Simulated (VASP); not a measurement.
A run of VASP 6.6.1:

Contents of INCAR:

```
PREC = Accurate ; ENCUT = 600
EDIFF = 1E-7 ; ISMEAR = 0
SIGMA = 0.1 ; LREAL = F
LASPH = T ; NELM = 80
ALGO = Normal ; ISIF = 3
LWAVE = F ; LCHARG = F
METAGGA = R2SCAN ; LMIXTAU = T
LUSE_VDW = T ; IVDW_NL = 2
BPARAM = 11.95 ; CPARAM = 0.0093
IBRION = 2 ; NSW = 90
EDIFFG = -0.005
```

File KPOINTS:

```
Automatic mesh
0
Gamma
  18 18 18
```

File POSCAR:

```
Ag
1.0
   -1.6229757800      1.6229757800      1.6229757800
    1.6229757800     -1.6229757800      1.6229757800
    1.6229757800      1.6229757800     -1.6229757800
Ag
1
Direct
    0.0000000000      0.0000000000      0.0000000000
```

Potentials or basis: VASP PAW PBE potentials, release 64 (Ag).

Command:

```sh
$ cat potpaw_PBE.64/Ag/POTCAR > POTCAR
$ mpirun -np 1 vasp_std > vasp.out
```

Hardware: 1 thread of Intel(R) Xeon(R) 6975P-C (Granite Rapids) (shared host).

**Question.** Estimate the wall time of this run.

**Answer.** Run time: 2.2 min on 1 thread of Intel(R) Xeon(R) 6975P-C (Granite Rapids) (shared host), peak memory 0.26 GiB. Counts: scf iterations 36, k points 195, ion steps 3.
